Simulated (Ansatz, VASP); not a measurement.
## In3GaP2 in VASP and in Ansatz

```
CELL_PARAMETERS angstrom
5.45310 0.00000 0.00000
0.00000 5.45310 0.00000
0.00000 0.00000 4.33807
ATOMIC_POSITIONS crystal
In 0.50000 0.50000 0.50000
In 0.50000 0.00000 0.00000
In 0.00000 0.50000 0.00000
Ga 0.00000 0.00000 0.50000
P 0.50000 0.50000 0.00000
P 0.00000 0.00000 0.00000
```

Alike in both runs: task single point; functional PBE; k mesh 4 × 4 × 4; occupations gaussian, width 0.1 eV; no spin polarisation.

```csv
,VASP,Ansatz
version,VASP 6.6.1,Ansatz 0.2.0
potentials or method,"VASP PAW PBE potentials, release 64 (In_d, Ga_d, P)","scalar-relativistic, plane waves, PAW"
plane-wave cutoff (eV),520,420
valence electrons in the cell,62,62
```

Ansatz gave:

- gap on the k mesh at the Fermi level (eV): none
- pressure (GPa): 17.8
- largest component of the traceless stress (GPa): 23.46

Task: What did VASP give for the same quantities?

Result: gap on the k mesh at the Fermi level (eV): none; pressure (GPa): 17.6; largest component of the traceless stress (GPa): 23.07.

A gap of «none» marks a metal or a gap that the smearing closes. The functional is the same, so the differences come from potentials, cutoffs and numerics.

Caveats: the k mesh is coarse (spacing up to 0.36 Å⁻¹), so the values aren't converged; so large a pressure means that the cell lies far from this level's equilibrium, or that cutoff or potentials fall short (VASP).
